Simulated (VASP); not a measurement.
# SnSe (Fm-3m) in VASP: further runs

The runs below take SnSe through band structure, with PBEsol.

Everything below comes from runs of VASP 6.6.1. Logs are shortened: lines on timing, memory, paths and dates and some standing lists are left out, and cuts for length are marked.

**1. Starting point**

It takes space group Fm-3m (No. 225, cubic). Conventional cell: a = 5.952 Å, b = 5.952 Å, c = 5.952 Å, α = 90.00°, β = 90.00°, γ = 90.00°. Sn (site symmetry m-3m) is surrounded by 6 Se at 2.98 Å. Se (site symmetry m-3m) is surrounded by 6 Sn at 2.98 Å.

The cell was built by a generator and needn't be a form met in nature.

**2. Band structure, PBEsol**

File INCAR:

```
  PREC = Accurate
  ENCUT = 520
  EDIFF = 1E-6
  ISMEAR = 0
  SIGMA = 0.03
  LREAL = F
  LASPH = T
  NELM = 80
  ALGO = Fast
  ISIF = 2
  LWAVE = F
  LCHARG = F
  GGA = PS
  NBANDS = 17
  ICORELEVEL = 1
```

File KPOINTS:

```
Automatic mesh
0
Gamma
  10 10 10
```

File POSCAR:

```
SnSe                                    
1.0
    0.0000000000      2.9758393126      2.9758393126
    2.9758393126      0.0000000000      2.9758393126
    2.9758393126      2.9758393126      0.0000000000
  Sn              Se            
     1     1
Direct
     0.0000000000000000    0.0000000000000000    0.0000000000000000
     0.5000000000000000    0.5000000000000000    0.5000000000000000
```

File KPOINTS_OPT:

```
explicit points
159
Reciprocal
 0.0000000000  0.0000000000  0.0000000000 1
 0.0357142857  0.0000000000  0.0357142857 1
 0.0714285714  0.0000000000  0.0714285714 1
 0.1071428571  0.0000000000  0.1071428571 1
 0.1428571429  0.0000000000  0.1428571429 1
 0.1785714286  0.0000000000  0.1785714286 1
[... 151 lines left out ...]
 0.4250000000  0.0000000000  0.4250000000 1
 0.4500000000  0.0000000000  0.4500000000 1
```

Potentials or basis: VASP PAW PBE potentials, release 64 (Sn_d, Se).

On the command line:

```console
cat potpaw_PBE.64/Sn_d/POTCAR potpaw_PBE.64/Se/POTCAR > POTCAR
mpirun -np 1 vasp_std > vasp.out
```

OUTCAR:

```text
PREC = Accurate
   ENCUT = 520
   EDIFF = 1E-6
   ISMEAR = 0
   LREAL = F
   LASPH = T
   NELM = 80
   ISIF = 2
   GGA = PS

 ion  position               nearest neighbor table
   1  0.000  0.000  0.000-   2 2.98   2 2.98   2 2.98   2 2.98   2 2.98   2 2.98
   2  0.500  0.500  0.500-   1 2.98   1 2.98   1 2.98   1 2.98   1 2.98   1 2.98

  LATTYP: Found a face centered cubic cell.
 ALAT       =     5.9516786252

  Lattice vectors:

 A1 = (   0.0000000000,   2.9758393126,   2.9758393126)
 A2 = (   2.9758393126,   0.0000000000,   2.9758393126)
 A3 = (   2.9758393126,   2.9758393126,   0.0000000000)

Analysis of symmetry for initial positions (statically):
=====================================================================
 Subroutine PRICEL returns:
 Original cell was already a primitive cell.

 Routine SETGRP: Setting up the symmetry group for a
 face centered cubic supercell.

 Subroutine GETGRP returns: Found 48 space group operations
 (whereof 48 operations were pure point group operations)
 out of a pool of 48 trial point group operations.

The static configuration has the point symmetry O_h .

Analysis of symmetry for dynamics (positions and initial velocities):
=====================================================================
 Subroutine PRICEL returns:
 Original cell was already a primitive cell.

 Routine SETGRP: Setting up the symmetry group for a
 face centered cubic supercell.

 Subroutine GETGRP returns: Found 48 space group operations
 (whereof 48 operations were pure point group operations)
 out of a pool of 48 trial point group operations.

The dynamic configuration has the point symmetry O_h .

 Subroutine INISYM returns: Found 48 space group operations
 (whereof 48 operations are pure point group operations),
 and found     1 'primitive' translations

----------------------------------------------------------------------------------------

                                     Primitive cell

  volume of cell :      52.7058

  direct lattice vectors                    reciprocal lattice vectors
     0.000000000  2.975839313  2.975839313    -0.168019825  0.168019825  0.168019825
     2.975839313  0.000000000  2.975839313     0.168019825 -0.168019825  0.168019825
     2.975839313  2.975839313  0.000000000     0.168019825  0.168019825 -0.168019825

  length of vectors
     4.208472315  4.208472315  4.208472315     0.291018873  0.291018873  0.291018873

  position of ions in fractional coordinates (direct lattice)
     0.000000000  0.000000000  0.000000000
     0.500000000  0.500000000  0.500000000

  ion indices of the primitive-cell ions
   primitive index   ion index
                 1           1
                 2           2

----------------------------------------------------------------------------------------

 KPOINTS: Automatic mesh

Automatic generation of k-mesh.
 Grid dimensions read from file:
 generate k-points for:   10   10   10

 Generating k-lattice:

  Cartesian coordinates                     Fractional coordinates (reciprocal lattice)
    -0.016801982  0.016801982  0.016801982     0.100000000  0.000000000  0.000000000
     0.016801982 -0.016801982  0.016801982     0.000000000  0.100000000  0.000000000
     0.016801982  0.016801982 -0.016801982     0.000000000  0.000000000  0.100000000

  Length of vectors
     0.029101887  0.029101887  0.029101887

  Shift w.r.t. Gamma in fractional coordinates (k-lattice)
     0.000000000  0.000000000  0.000000000

 Subroutine IBZKPT returns following result:
 ===========================================

 Found     47 irreducible k-points:

 Following reciprocal coordinates:
            Coordinates               Weight
  0.000000  0.000000  0.000000      1.000000
  0.100000  0.000000  0.000000      8.000000
  0.200000  0.000000  0.000000      8.000000
  0.300000  0.000000  0.000000      8.000000
  0.400000  0.000000  0.000000      8.000000
  0.500000  0.000000  0.000000      4.000000
[... 16 lines left out ...]
  0.300000  0.300000  0.000000      6.000000
  0.400000  0.300000  0.000000     24.000000
 [... further k-points ...]
   k-points           NKPTS =     47   k-points in BZ     NKDIM =     47   number of bands    NBANDS=     17
   number of dos      NEDOS =    301   number of ions     NIONS =      2
   total plane-waves  NPLWV =  32768
   dimension x,y,z NGX =    32 NGY =   32 NGZ =   32
   dimension x,y,z NGXF=    64 NGYF=   64 NGZF=   64
   ions per type =               1   1
   NGX,Y,Z   is equivalent  to a cutoff of  12.64, 12.64, 12.64 a.u.
   NGXF,Y,Z  is equivalent  to a cutoff of  25.28, 25.28, 25.28 a.u.
 SYSTEM =  unknown system
   PREC   = accura    normal or accurate (medium, high low for compatibility)
   ISTART =      0    job   : 0-new  1-cont  2-samecut
   ICHARG =      2    charge: 1-file 2-atom 10-const
   ISPIN  =      1    spin polarized calculation?
   LNONCOLLINEAR =      F non collinear calculations
   LSORBIT =      F    spin-orbit coupling
   LASPH  =      T    aspherical Exc in radial PAW
   ENCUT  =  520.0 eV  38.22 Ry    6.18 a.u.   7.82  7.82  7.82*2*pi/ulx,y,z
   NELM   =     80;   NELMIN=  2; NELMDL= -5     # of ELM steps
   EDIFF  = 0.1E-05   stopping-criterion for ELM
   LREAL  =      F    real-space projection
   EDIFFG = 0.1E-04   stopping-criterion for IOM
   NSW    =      0    number of steps for IOM
   IBRION =     -1    ionic relax: 0-MD 1-quasi-New 2-CG
   NFREE  =      0    steps in history (QN), initial steepest desc. (CG)
   ISIF   =      2    stress and relaxation
   ISYM   =      2    0-nonsym 1-usesym 2-fastsym
   POTIM  = 0.5000    time-step for ionic-motion
   TEBEG  =    0.0;   TEEND  =   0.0 temperature during run
   PSTRESS=    0.0 pullay stress
   NELECT =      20.0000    total number of electrons
   NUPDOWN=      -1.0000    fix difference up-down
   EMIN   =  10.00;   EMAX   =-10.00  energy-range for DOS
   EFERMI =   0.00;   METHOD = LEGACY
   ISMEAR =     0;   SIGMA  =   0.03  broadening in eV -4-tet -1-fermi 0-gaus
   EFERMI_NEDOS =   21; number of points for ismear=-14 and -15
   IALGO  =     68    algorithm
   IMIX   =      4    mixing-type and parameters
     AMIX     =   0.40;   BMIX     =  1.00
     AMIX_MAG =   1.60;   BMIX_MAG =  1.00
  volume/ion in A,a.u.               =      26.35       177.84
  Fermi-wavevector in a.u.,A,eV,Ry     =   1.185219  2.239740 19.112711  1.404745
  Thomas-Fermi vector in A             =   2.321417
   LORBIT       =      0    0 simple, 1 ext, 2 COOP (PROOUT), +10 PAW based schemes
   GGA     = PS    functional components
   LHFCALC =     F    Hartree Fock is set to
   AEXX    =    0.0000 exact exchange contribution
   IVDW    =     0    specifies the selected vdW correction
   LEPSILON=     F    determine dielectric tensor
   LRPA    =     F    only Hartree local field effects (RPA)
 non-spin polarized calculation
 RMM-DIIS sequential band-by-band and
 Gauss-broadening in eV      SIGMA  =   0.03
  energy-cutoff  :      520.00
  volume of cell :       52.71
 maximum number of plane-waves:      1430
   NGX = 15   NGY = 15   NGZ = 15

 number of electron      20.0000007 magnetization

 Free energy of the ion-electron system (eV)
  ---------------------------------------------------
  ext. energy  EPLUGINS =         0.00000000
  ---------------------------------------------------
  free energy    TOTEN  =        -8.97775469 eV

  energy without entropy =       -8.97775469  energy(sigma->0) =       -8.97775469

 the core state eigenenergies are
   1-  1s -28997.2292  2s  -4368.6927  2p  -3920.3191  3s   -834.8814  3p   -688.4296
       3d   -463.1458  4s   -123.7347  4p    -79.5082
   2-  1s -12491.9922  2s  -1595.4952  2p  -1401.8457  3s   -202.1593  3p   -141.6304
       3d    -41.8162

 E-fermi :   5.9432     XC(G=0):  -9.9298

 val. band max:        5.7927793291   @ k =  -0.2000   0.2000   0.0000
 cond. band min:       6.2697926906   @ k =  -0.4000   0.1000   0.0000
 fundamental gap:      0.4770133615
 Fermi energy:         5.9431704058

 k-point     1 :       0.0000    0.0000    0.0000
  band No.  band energies     occupation
      1     -15.6509      2.00000
      2     -15.6509      2.00000
      3     -15.6503      2.00000
      4     -15.6503      2.00000
      5     -15.6503      2.00000
      6      -8.2839      2.00000
[... 9 lines left out ...]
     16      11.5915      0.00000
     17      13.9990      0.00000

 k-point     2 :       0.1000    0.0000    0.0000
  band No.  band energies     occupation
      1     -15.6518      2.00000
      2     -15.6518      2.00000
      3     -15.6500      2.00000
      4     -15.6489      2.00000
      5     -15.6489      2.00000
      6      -8.2082      2.00000
[... 9 lines left out ...]
     16      11.8486      0.00000
     17      14.7383      0.00000

 k-point     3 :       0.2000    0.0000    0.0000
  band No.  band energies     occupation
      1     -15.6542      2.00000
      2     -15.6542      2.00000
      3     -15.6493      2.00000
      4     -15.6451      2.00000
      5     -15.6451      2.00000
      6      -7.9945      2.00000
[... 9 lines left out ...]
     16      12.5022      0.00000
     17      16.3953      0.00000

 k-point     4 :       0.3000    0.0000    0.0000
  band No.  band energies     occupation
      1     -15.6572      2.00000
      2     -15.6572      2.00000
      3     -15.6485      2.00000
      4     -15.6404      2.00000
      5     -15.6404      2.00000
      6      -7.6897      2.00000
[... 9 lines left out ...]
     16      13.5117      0.00000
     17      18.2008      0.00000
[... 161 lines left out ...]
 k-point    13 :      -0.3000    0.1000    0.0000
  band No.  band energies     occupation
      1     -15.6583      2.00000
      2     -15.6581      2.00000
      3     -15.6477      2.00000
      4     -15.6403      2.00000
      5     -15.6379      2.00000
      6      -7.5325      2.00000
[... 9 lines left out ...]
     16      15.1854      0.00000
     17      17.0435      0.00000

 k-point    14 :      -0.2000    0.1000    0.0000
  band No.  band energies     occupation
      1     -15.6558      2.00000
      2     -15.6549      2.00000
      3     -15.6490      2.00000
      4     -15.6448      2.00000
      5     -15.6413      2.00000
      6      -7.8402      2.00000
[... 9 lines left out ...]
     16      13.8768      0.00000
     17      15.5682      0.00000

 k-point    15 :      -0.1000    0.1000    0.0000
  band No.  band energies     occupation
      1     -15.6534      2.00000
      2     -15.6524      2.00000
      3     -15.6499      2.00000
      4     -15.6481      2.00000
      5     -15.6455      2.00000

------------------------ aborting loop because EDIFF is reached ----------------------------------------

  FORCE on cell =-STRESS in cart. coord.  units (eV):
  Direction    XX          YY          ZZ          XY          YZ          ZX
  --------------------------------------------------------------------------------------
  -------------------------------------------------------------------------------------
  Total       -0.0025816     -0.0025816     -0.0025816      0.0000000      0.0000000     -0.0000000
  in kB       -0.0784776     -0.0784776     -0.0784776      0.0000000      0.0000000     -0.0000000
  external PRESSURE =      -0.0784776 kB  Pullay stress =       0.0000000 kB

 VOLUME and BASIS-vectors are now :
 -----------------------------------------------------------------------------
  energy-cutoff  :      520.00
  volume of cell :       52.71
      direct lattice vectors                 reciprocal lattice vectors
     0.000000000  2.975839313  2.975839313    -0.168019825  0.168019825  0.168019825
     2.975839313  0.000000000  2.975839313     0.168019825 -0.168019825  0.168019825
     2.975839313  2.975839313  0.000000000     0.168019825  0.168019825 -0.168019825

 POSITION                                       TOTAL-FORCE (eV/Angst)
 -----------------------------------------------------------------------------------
      0.00000      0.00000      0.00000        -0.000000     -0.000000      0.000000
      2.97584      2.97584      2.97584         0.000000      0.000000     -0.000000
 -----------------------------------------------------------------------------------
    total drift:                                0.000000     -0.000000     -0.000000

  FREE ENERGIE OF THE ION-ELECTRON SYSTEM (eV)
  ---------------------------------------------------
  free  energy   TOTEN  =        -8.9777546900 eV

  energy  without entropy=       -8.9777546900  energy(sigma->0) =       -8.97775469
```

Wall time 37 s (1 thread of Intel Xeon 6975P-C (Granite Rapids), shared host); peak memory 0.22 GiB.

What came out:

| Property | Result |
| --- | --- |
| Free energy | -8.9778 eV |
| Pressure | 0.0 GPa |
| Band gap along the path | 0.09 eV, direct |

Levels at the corners of the path, in eV from the valence-band top:
| point | band 8 | band 9 | band 10 | band 11 | band 12 | band 13 |
| --- | --- | --- | --- | --- | --- | --- |
| Γ | -2.37 | -2.37 | -2.37 | 4.33 | 4.33 | 4.33 |
| X | -5.83 | -3.90 | -3.90 | 2.72 | 5.43 | 5.43 |
| X | -5.83 | -3.90 | -3.90 | 2.72 | 5.43 | 5.43 |
| W | -5.03 | -5.03 | -0.88 | 1.39 | 4.69 | 4.69 |
| W | -5.03 | -5.03 | -0.88 | 1.39 | 4.69 | 4.69 |
| K | -5.40 | -3.40 | -2.64 | 3.17 | 3.60 | 5.14 |
| K | -5.40 | -3.40 | -2.64 | 3.17 | 3.60 | 5.14 |
| Γ | -2.37 | -2.37 | -2.37 | 4.33 | 4.33 | 4.33 |
| Γ | -2.37 | -2.37 | -2.37 | 4.33 | 4.33 | 4.33 |
| L | -2.11 | -2.11 | -0.20 | 0.61 | 1.10 | 1.10 |
| L | -2.11 | -2.11 | -0.20 | 0.61 | 1.10 | 1.10 |
| U | -5.40 | -3.40 | -2.64 | 3.17 | 3.60 | 5.14 |
| U | -5.40 | -3.40 | -2.64 | 3.17 | 3.60 | 5.14 |
| W | -5.03 | -5.03 | -0.88 | 1.39 | 4.69 | 4.69 |
| W | -5.03 | -5.03 | -0.88 | 1.39 | 4.69 | 4.69 |
| L | -2.11 | -2.11 | -0.20 | 0.61 | 1.10 | 1.10 |
| L | -2.11 | -2.11 | -0.20 | 0.61 | 1.10 | 1.10 |
| K | -5.40 | -3.40 | -2.64 | 3.17 | 3.60 | 5.14 |
| U | -5.40 | -3.40 | -2.64 | 3.17 | 3.60 | 5.14 |
| X | -5.83 | -3.90 | -3.90 | 2.72 | 5.43 | 5.43 |

Core levels (eV, on the scale of the bands):
| atom | levels |
| --- | --- |
| 1 Sn | 1s -28997.2, 2s -4368.7, 2p -3920.3, 3s -834.9, 3p -688.4, 3d -463.1, 4s -123.7, 4p -79.5 |
| 2 Se | 1s -12492.0, 2s -1595.5, 2p -1401.8, 3s -202.2, 3p -141.6, 3d -41.8 |

Caveat: the PAW data sets were made with another functional, which shifts forces and pressure a little; spin-orbit coupling is left out, which moves the levels of the heavy elements.

(Part 1 of 2 ends here.)
